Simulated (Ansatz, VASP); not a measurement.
This is a calculation of Ir for Ansatz 0.2.0.

Contents of input.yaml:

```yaml
crystal:
  lattice:
    - [0.0, 1.9156, 1.9156]
    - [1.9156, 0.0, 1.9156]
    - [1.9156, 1.9156, 0.0]
  atoms:
    - { symbol: Ir, position: [0.0, 0.0, 0.0] }
hamiltonian:
  xc: revpbe
  pseudopotentials: { kind: paw }
  dispersion: d3bj
kpoints:
  mp_grid: { grid: [12, 12, 12] }
scf:
  occupations: { method: fermi_dirac, width: 0.05 }
output:
  forces: true
  stress: true
relax:
  f_tol: 0.01
  max_steps: 40
  cell: { stress_tol: 0.05 }
```

Potentials or basis: Ansatz PAW.

Command:

```sh
$ ansatz run input.yaml --threads 2 --pin off --max-ram 5632MiB --backend cpu --events-out ev --progress --plain --runs-dir out
```

Problem. Translate it to VASP 6.6.1. Potentials there: VASP PAW PBE potentials, release 64 (Ir).

Solution. As run (the cutoff follows the program's own potentials):

Contents of INCAR:

```
SYSTEM = Ir
ALGO = Normal ; EDIFF = 1E-6
EDIFFG = -0.01 ; ENCUT = 600
GGA = RE ; IBRION = 2
ISIF = 3 ; ISMEAR = -1
IVDW = 12 ; LASPH = .TRUE.
LCHARG = .FALSE. ; LREAL = .FALSE.
LWAVE = .FALSE. ; NELM = 80
NSW = 60 ; PREC = Accurate
SIGMA = 0.05
```

File KPOINTS:

```
k-points
0
G
  12 12 12
  0 0 0
```

The input POSCAR:

```
Ir
1.0
    0.0000000000      1.9156000000      1.9156000000
    1.9156000000      0.0000000000      1.9156000000
    1.9156000000      1.9156000000      0.0000000000
Ir
1
Direct
    0.0000000000      0.0000000000      0.0000000000
```

Potentials or basis: VASP PAW PBE potentials, release 64 (Ir).

Run with:

```sh
$ cat potpaw_PBE.64/Ir/POTCAR > POTCAR
$ mpirun -np 1 vasp_std > vasp.out
```

Both were run:

|  | VASP | Ansatz | Ansatz less VASP |
| --- | --- | --- | --- |
| relaxed volume (Å³/atom) | 14.00 | 13.97 | -0.024 |
| relaxed cell length with the largest relative difference (Å) | 2.705 | 2.704 | -0.0016 |

The two sets of potentials don't hold the same shells in valence.

Caveats: the PAW data sets were made with another functional, which shifts forces and pressure a little (VASP); pairwise dispersion overbinds metals, which lowers pressure and volume (VASP); the PAW data sets come from PBE, with cores solved anew for the run's functional, which leaves a small shift of forces and pressure (Ansatz). Spin-orbit coupling is left out, which matters for the levels of Ir.
